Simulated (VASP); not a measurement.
A run of VASP 6.6.1:

The input INCAR:

```
SYSTEM = Ta
PREC     = Accurate       ! precision mode
ENCUT    = 520            ! plane-wave cutoff, eV
EDIFF    = 1E-7           ! SCF threshold, eV
ISMEAR   = 1              ! smearing method
SIGMA    = 0.05           ! smearing width, eV
LREAL    = .False.        ! projectors in reciprocal space
LASPH    = .True.         ! aspherical terms in the spheres
NELM     = 100            ! most SCF steps
ALGO     = Normal         ! electronic algorithm
ISIF     = 2              ! what is computed and relaxed
LWAVE    = .False.        ! write WAVECAR
LCHARG   = .False.        ! write CHGCAR
GGA      = PS             ! functional
NBANDS   = 18             ! bands
```

File KPOINTS:

```
Automatic mesh
0
Gamma
  7 7 7
  0 0 0
```

File POSCAR:

```
Ta
1.0
    0.0000000000      3.0009951144      3.0009951144
    3.0009951144      0.0000000000      3.0009951144
    3.0009951144      3.0009951144      0.0000000000
Ta
2
Direct
    0.0000000000      0.0000000000      0.0000000000
    0.2500000000      0.2500000000      0.2500000000
```

Potentials or basis: VASP PAW PBE potentials, release 64 (Ta_pv).

Command:

```bash
$ cat potpaw_PBE.64/Ta_pv/POTCAR > POTCAR
$ mpirun -np 1 vasp_std > vasp.out
```

Hardware: 1 thread of Intel(R) Xeon(R) Platinum 8488C (Sapphire Rapids) (shared host).

Problem. Estimate the wall time of this run.

Solution. Run time: 13 s on 1 thread of Intel(R) Xeon(R) Platinum 8488C (Sapphire Rapids), with other jobs on the host, peak memory 0.17 GiB. Counts: scf iterations 13, k points 20.
